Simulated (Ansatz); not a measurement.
Input:

GeO₂:
```
GeO2
1.0
    4.42785     0.00000     0.00000
    0.00000     4.42785     0.00000
    0.00000     0.00000     2.88428
Ge O
2 4
Direct
  0.50000   0.50000   0.50000
  0.00000   0.00000   0.00000
  0.69369   0.69369   0.00000
  0.30631   0.30631   0.00000
  0.80631   0.19369   0.50000
  0.19369   0.80631   0.50000
```

This is the PBEsol-relaxed structure.

Question: All from PBEsol in the plane-wave PAW code Ansatz, unless another level is named. Predict the formation energy from the elements (no fitted shifts).

Answer: -1702 meV/atom.

Question: And the hole effective mass?

Answer: 1.1, 1.1, 1.8 mₑ (principal values).

Question: And the weight of the valence-edge state by species (Voronoi cells)?

Answer: O 99 %.

Space group P4_2/mnm (rutile). The cell was relaxed with PBEsol under the symmetry of its start; phonons on a q-mesh show no instability. The references are the lowest solids computed at this level, not always the standard phases (solids in place of the gases). Scalar-relativistic: spin–orbit coupling is off unless named, which matters more the heavier the elements.

Potentials: the later of the program's two PAW sets.

Edges and masses are those of Kohn–Sham bands, whose gap is no quasiparticle gap.
